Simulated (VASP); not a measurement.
Here is a VASP 6.6.1 calculation.

Contents of INCAR:

```
SYSTEM = NiSb
PREC = Accurate
ENCUT = 600
EDIFF = 1E-7
ISMEAR = 0
SIGMA = 0.1
LREAL = .FALSE.
LASPH = .TRUE.
NELM = 150
ALGO = Normal
ISIF = 3
LWAVE = .FALSE.
LCHARG = .FALSE.
ISPIN = 2
MAGMOM = 1 1 0 0
LORBIT = 11
LMAXMIX = 4
GGA = PS
IBRION = 2
NSW = 90
EDIFFG = -0.005
```

File KPOINTS:

```
regular mesh
0
G
  12 12 8
  0 0 0
```

The input POSCAR:

```
NiSb
1.0
    3.9296697700      0.0000000000      0.0000000000
   -1.9648348800      3.4031938500      0.0000000000
    0.0000000000      0.0000000000      5.1161871700
Ni Sb
2 2
Direct
    0.0000000000      0.0000000000      0.0000000000
    0.0000000000      0.0000000000      0.5000000000
    0.3333333300      0.6666666700      0.2500000000
    0.6666666700      0.3333333300      0.7500000000
```

Potentials or basis: VASP PAW PBE potentials, release 64 (Ni, Sb).

Command:

```sh
$ cat potpaw_PBE.64/Ni/POTCAR potpaw_PBE.64/Sb/POTCAR > POTCAR
$ mpirun -np 1 vasp_std > vasp.out
```

Question: Estimate the relaxed cell.

Answer: a = 3.915 Å, b = 3.915 Å, c = 5.075 Å, α = 90.00°, β = 90.00°, γ = 120.00°.

Question: What does it give for the net moment?

Answer: 0.00 μB per cell.

Step by step:
```
step  energy change (eV)  largest force (eV/Å)  pressure (GPa)  volume (Å³)
   1              0.0000                0.0000           -1.98        68.42
   2             -0.0008                0.0000            2.04        66.35
   3             -0.0069                0.0000            0.03        67.34
   4             -0.0071                0.0000           -0.04        67.34
   5             -0.0071                0.0000           -0.01        67.35
```

Caveat: the PAW data sets were made with another functional, which shifts forces and pressure a little. Spin-orbit coupling is left out, which matters for the levels of Sb.
